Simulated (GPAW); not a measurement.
# ZnO (Pm-3m) in GPAW: single point with PBE

Aim: the single point of ZnO with PBE.

All numbers are computed with GPAW 26.7.0; they aren't measurements. Logs are shortened: lines on timing, memory, paths and dates and some standing lists are left out, and cuts for length are marked. The log counts tension as positive stress, the text compression.

**1. Starting point**

Symmetry: Pm-3m, No. 221, cubic system. Conventional cell: a = 2.688 Å, b = 2.688 Å, c = 2.688 Å, α = 90.00°, β = 90.00°, γ = 90.00°. Around Zn (site symmetry m-3m) lie 8 O at 2.33 Å. O (site symmetry m-3m) is surrounded by 8 Zn at 2.33 Å.

The cell was built by a generator and needn't be a form met in nature.

**2. Single point, PBE**

Contents of ZnO.xyz:

```xyz
2
Lattice="2.6882100000 0.0000000000 0.0000000000 0.0000000000 2.6882100000 0.0000000000 0.0000000000 0.0000000000 2.6882100000" Properties=species:S:1:pos:R:3 pbc="T T T"
Zn     0.0000000000      0.0000000000      0.0000000000
O      1.3441050000      1.3441050000      1.3441050000
```

Potentials or basis: GPAW PAW data sets (gpaw-data 1.2.1), pw.

The run is started by

```
OMP_NUM_THREADS=1 gpaw run ZnO.xyz -p 'mode=PW(800),xc=PBE,kpts={size:(10,10,10),gamma:True},occupations={name:fermi-dirac,width:0.05},nbands=18,convergence={density:1e-05,energy:1e-05},maxiter=150,txt=gpaw.txt' --properties efs -w gs.gpw
```

The log of the run:

```text
__  _  _
 | _ |_)|_||  |
 |__||  | ||/\| - 26.7.0

Input parameters:
  mode=PW(ecut=800.0),
  convergence={'density': 1e-05, 'energy': 1e-05},
  kpts=MonkhorstPack(size=[10, 10, 10], gamma=True),
  maxiter=150,
  nbands=18,
  occupations=Occupations(name='fermi-dirac', width=0.05),
  xc=XC(name='PBE')

Diagonalizing LCAO Hamiltonian
Converting LCAO to pw mode
   .------.
  /|      |
 * |      |
 | .-O----.
 |/      /
 Zn-----*

Atoms  # Å, Bohr magnetons
|   | symbol |        x |        y |        z |    initial magnetic moments |
|---|--------|----------|----------|----------|-----------------------------|
| 0 |     Zn | 0.000000 | 0.000000 | 0.000000 | ( 0.0000,  0.0000,  0.0000) |
| 1 |      O | 1.344105 | 1.344105 | 1.344105 | ( 0.0000,  0.0000,  0.0000) |

Unit cell  # Å
| periodic |        x |        y |        z |  lengths |    angles |
|----------|----------|----------|----------|----------|-----------|
|      yes | 2.688210 | 0.000000 | 0.000000 | 2.688210 | 90.000000 |
|      yes | 0.000000 | 2.688210 | 0.000000 | 2.688210 | 90.000000 |
|      yes | 0.000000 | 0.000000 | 2.688210 | 2.688210 | 90.000000 |

Number of symmetries: 48
Symmetry operations  # r_c * U_cc + t_c -> r_c
|    | kind |            matrix            |
|----|------|------------------------------|
|  0 |  E   |  1, 0, 0,  0, 1, 0,  0, 0, 1 |
|  1 |  σ   |  1, 0, 0,  0, 1, 0,  0, 0,-1 |
|  2 |  σ   |  1, 0, 0,  0, 0, 1,  0, 1, 0 |
|  3 |  C4  |  1, 0, 0,  0, 0, 1,  0,-1, 0 |
|  4 |  C4  |  1, 0, 0,  0, 0,-1,  0, 1, 0 |
|  5 |  σ   |  1, 0, 0,  0, 0,-1,  0,-1, 0 |
|  6 |  σ   |  1, 0, 0,  0,-1, 0,  0, 0, 1 |
|  7 |  C2  |  1, 0, 0,  0,-1, 0,  0, 0,-1 |
|  8 |  σ   |  0, 1, 0,  1, 0, 0,  0, 0, 1 |
|  9 |  C2  |  0, 1, 0,  1, 0, 0,  0, 0,-1 |
| 10 |  C3  |  0, 1, 0,  0, 0, 1,  1, 0, 0 |
| 11 |  S6  |  0, 1, 0,  0, 0, 1, -1, 0, 0 |
| 12 |  S6  |  0, 1, 0,  0, 0,-1,  1, 0, 0 |
| 13 |  C3  |  0, 1, 0,  0, 0,-1, -1, 0, 0 |
| 14 |  C4  |  0, 1, 0, -1, 0, 0,  0, 0, 1 |
| 15 |  S4  |  0, 1, 0, -1, 0, 0,  0, 0,-1 |
| 16 |  C3  |  0, 0, 1,  1, 0, 0,  0, 1, 0 |
| 17 |  S6  |  0, 0, 1,  1, 0, 0,  0,-1, 0 |
| 18 |  σ   |  0, 0, 1,  0, 1, 0,  1, 0, 0 |
| 19 |  C4  |  0, 0, 1,  0, 1, 0, -1, 0, 0 |
| 20 |  C2  |  0, 0, 1,  0,-1, 0,  1, 0, 0 |
| 21 |  S4  |  0, 0, 1,  0,-1, 0, -1, 0, 0 |
| 22 |  S6  |  0, 0, 1, -1, 0, 0,  0, 1, 0 |
| 23 |  C3  |  0, 0, 1, -1, 0, 0,  0,-1, 0 |
| 24 |  S6  |  0, 0,-1,  1, 0, 0,  0, 1, 0 |
| 25 |  C3  |  0, 0,-1,  1, 0, 0,  0,-1, 0 |
| 26 |  C4  |  0, 0,-1,  0, 1, 0,  1, 0, 0 |
| 27 |  σ   |  0, 0,-1,  0, 1, 0, -1, 0, 0 |
| 28 |  S4  |  0, 0,-1,  0,-1, 0,  1, 0, 0 |
| 29 |  C2  |  0, 0,-1,  0,-1, 0, -1, 0, 0 |
| 30 |  C3  |  0, 0,-1, -1, 0, 0,  0, 1, 0 |
| 31 |  S6  |  0, 0,-1, -1, 0, 0,  0,-1, 0 |
| 32 |  C4  |  0,-1, 0,  1, 0, 0,  0, 0, 1 |
| 33 |  S4  |  0,-1, 0,  1, 0, 0,  0, 0,-1 |
| 34 |  S6  |  0,-1, 0,  0, 0, 1,  1, 0, 0 |
| 35 |  C3  |  0,-1, 0,  0, 0, 1, -1, 0, 0 |
| 36 |  C3  |  0,-1, 0,  0, 0,-1,  1, 0, 0 |
| 37 |  S6  |  0,-1, 0,  0, 0,-1, -1, 0, 0 |
| 38 |  σ   |  0,-1, 0, -1, 0, 0,  0, 0, 1 |
| 39 |  C2  |  0,-1, 0, -1, 0, 0,  0, 0,-1 |
| 40 |  σ   | -1, 0, 0,  0, 1, 0,  0, 0, 1 |
| 41 |  C2  | -1, 0, 0,  0, 1, 0,  0, 0,-1 |
| 42 |  C2  | -1, 0, 0,  0, 0, 1,  0, 1, 0 |
| 43 |  S4  | -1, 0, 0,  0, 0, 1,  0,-1, 0 |
| 44 |  S4  | -1, 0, 0,  0, 0,-1,  0, 1, 0 |
| 45 |  C2  | -1, 0, 0,  0, 0,-1,  0,-1, 0 |
| 46 |  C2  | -1, 0, 0,  0,-1, 0,  0, 0, 1 |
| 47 |  i   | -1, 0, 0,  0,-1, 0,  0, 0,-1 |

BZ-sampling:
  Number of BZ points: 1000
  Number of IBZ points: 56

  Monkhorst-Pack size: [10, 10, 10]
  Monkhorst-Pack shift: [0.05, 0.05, 0.05]

K-points  # in reciprocal-cell coordinates
|     |                                coordinates |     weight |
|-----|--------------------------------------------|------------|
|   0 | (  0.00000000,   0.00000000,   0.00000000) | 0.00100000 |
|   1 | (  0.10000000,   0.00000000,   0.00000000) | 0.00600000 |
|   2 | (  0.10000000,   0.10000000,   0.00000000) | 0.01200000 |
|   3 | (  0.10000000,   0.10000000,   0.10000000) | 0.00800000 |
|   4 | (  0.20000000,   0.00000000,   0.00000000) | 0.00600000 |
|   5 | (  0.20000000,   0.10000000,   0.00000000) | 0.02400000 |
|   6 | (  0.20000000,   0.10000000,   0.10000000) | 0.02400000 |
|   7 | (  0.20000000,   0.20000000,   0.00000000) | 0.01200000 |
|   8 | (  0.20000000,   0.20000000,   0.10000000) | 0.02400000 |
|   9 | (  0.20000000,   0.20000000,   0.20000000) | 0.00800000 |
| ... |                                            |            |
|  55 | (  0.50000000,   0.50000000,   0.50000000) | 0.00100000 |

Plane wave coefficients: 1021
Cutoff: 800.0 eV

Spin-components: 1 (collinear spins)
Bands:           18
Projectors:      11
Spin-degeneracy: 2
Datatype:        complex128

Parallelization:
  kpt:    1
  domain: 1
  band:   1

Density:
  Valence electrons: 18.0
  Components: 1
  Grid points: [18 18 18]
  Charge: 0.0  # |e|

Potential:
  Grid points: [18 18 18]

species:
  Zn:
    name:    Zinc
    Z:       30.0
    valence: 12
    core:    18
    charge:  0.0  # [|e|]
    compensation charges:
      type: gauss
      rc: 0.37  # [Å]
      lmax: 2
    cutoffs:
      filter: 2.14  # [Å]
      core: 2.28  # [Å]
    projectors
    | kind |    occ | energy [eV] | rcut [Å] |
    |------|--------|-------------|----------|
    |   4s |  2.000 |      -5.977 |    1.286 |
    |   4p |  0.000 |      -1.117 |    1.270 |
    |   3d | 10.000 |     -10.142 |    1.180 |
    |    s |        |      21.234 |    1.286 |
    |    p |        |      26.095 |    1.270 |
    |    d |        |      17.070 |    1.180 |

    Using partial waves for Zn as LCAO basis

  O:
    name:    Oxygen
    Z:       8.0
    valence: 6
    core:    2
    charge:  0.0  # [|e|]
    compensation charges:
      type: gauss
      rc: 0.21  # [Å]
      lmax: 2
    cutoffs:
      filter: 1.17  # [Å]
      core: 0.83  # [Å]
    projectors
    | kind |    occ | energy [eV] | rcut [Å] |
    |------|--------|-------------|----------|
    |   2s |  2.000 |     -23.961 |    0.688 |
    |   2p |  4.000 |      -9.029 |    0.598 |
    |    s |        |       3.251 |    0.688 |
    |    p |        |      18.182 |    0.598 |
    |    d |        |       0.000 |    0.619 |

    Using partial waves for O as LCAO basis

Reference energy: -50902.178954  # eV

eigensolver:
  PPCG
  Converge bands: occupied
  niter=2

density mixing:
  MSR1-Mixer
  Pratt-step length: 0.05
  Maximum mixing coefficient: 0.75
  Old densities: 10
  SVD Regularization: 0.005
  Good broyden scale: 1.0
  Trust region scale: 1.0
  Backstep threshold: 4.0
  History deletion threshold: 6.0
  Fourier metric: weight=20.0, sigma=0.015

occupation numbers:
  Fermi-Dirac:
    width: 0.0500  # eV

poisson solver:
  ecut: 6400.0  # eV

xc functional:
  name: PBE with 2 nearest neighbor stencil

convergence criteria:
- Maximum integral of absolute [dens]ity change: 1e-05 electrons / valence electron
- Maximum [total energy] change in last 3 cyles: 1e-05 eV / valence electron
- Maximum integral of absolute [eigenst]ate change: 4e-08 eV^2 / valence electron
maximum number of iterations: 150

SCF iterations
|iter     | |      energy | eigst |  dens |
|---------|-|-------------|-------|-------|
|iter:   1| |   -9.523084 | +0.22 |       |
|iter:   2| |   -9.022829 | -2.28 | -1.00 |
|iter:   3| |   -7.834586 | -1.41 | -1.05 |
|iter:   4| |   -7.821503 | -3.19 | -1.60 |
|iter:   5| |   -7.818560 | -2.89 | -1.87 |
|iter:   6| |   -7.818675 | -4.73 | -2.95 |
|iter:   7| |   -7.818730c| -5.05 | -3.37 |
|iter:   8| |   -7.818734c| -6.18 | -3.91 |
|iter:   9| |   -7.818734c| -7.28 | -4.93 |
|iter:  10| |   -7.818734c| -8.04c| -5.21c|

Converged in 10 steps
Energy contributions relative to reference atoms: (reference = -50902.178954)

Energy contributions:
  Kinetic:          17.541975
  Coulomb:         -14.225494
  Zero:              0.199827
  External:          0.000000
  Xc:              -11.334742
  Entropy:          -0.000598
  Spinorbit:         0.000000
  ----------------------------
  Free energy:      -7.819033
  Extrapolated:     -7.818734

dipole moment: (-4.955449, -4.955449, -4.955449)  # |e|*Ang

Fermi level: 6.626
Eigenvalues  # (at kpt = [0.000, 0.000, 0.000])
| band index |      eig [eV] | occ [0-2] |
|------------|---------------|-----------|
|          0 |       -11.972 |     2.000 |
|        ... |               |           |
|          2 |         0.050 |     2.000 |
|          3 |         1.124 |     2.000 |
|          4 |         1.124 |     2.000 |
|          5 |         1.124 |     2.000 |
|          6 |         5.264 |     2.000 |
|          7 |         5.264 |     2.000 |
[... 8 lines left out ...]
|         16 |        37.996 |     0.000 |
|         17 |        37.996 |     0.000 |

No gap
No difference between direct/indirect transitions

Forces  # eV/Ang
|        x |       y |       z |
|----------|---------|---------|
| -0.00000 | 0.00000 | 0.00000 |  # Zn   0
|  0.00000 | 0.00000 | 0.00000 |  # O    1

Stress tensor  # eV/Ang^3
|        x |        y |        z |
|----------|----------|----------|
| 0.005387 | 0.000000 | 0.000000 |
| 0.000000 | 0.005387 | 0.000000 |
| 0.000000 | 0.000000 | 0.005387 |

# Writing to gs.gpw (mode='')
```

Wall time 16 s (1 thread of Arm Neoverse V2, shared host); peak memory 0.16 GiB.

What came out:

```
Free energy            : -7.8190 eV
Pressure               : -0.9 GPa
Band gap on the k mesh : none (metal or under the smearing width)
```

Levels at points of the mesh, in eV from the Fermi level:
| k point | band 5 | band 6 | band 7 | band 8 | band 9 | band 10 | band 11 | band 12 | band 13 | band 14 |
| --- | --- | --- | --- | --- | --- | --- | --- | --- | --- | --- |
| (0.00, 0.00, 0.00) | -5.50 | -5.50 | -1.36 | -1.36 | -1.36 | -0.99 | 13.89 | 13.89 | 17.18 | 17.18 |
| (0.50, 0.00, 0.00) | -6.09 | -5.47 | -4.65 | -0.17 | -0.17 | 4.90 | 6.31 | 15.42 | 15.42 | 16.96 |
| (0.50, 0.50, 0.00) | -5.71 | -5.24 | -4.99 | -4.99 | -0.32 | 2.46 | 9.87 | 9.87 | 15.49 | 20.79 |
| (0.50, 0.50, 0.50) | -5.22 | -5.22 | -1.57 | -1.57 | -1.57 | 5.34 | 5.34 | 5.34 | 9.17 | 20.41 |

**3. For comparison**

An earlier run on the cell as given: functional PBE; potentials or basis GPAW PAW data sets (gpaw-data 1.2.1); cutoff 800 eV; basis pw; k mesh 10 × 10 × 10; occupations fermi-dirac, width 0.05 eV; no spin polarisation.

* Pressure: -0.9 GPa
* Band gap on the k mesh: none (metal or under the smearing width)
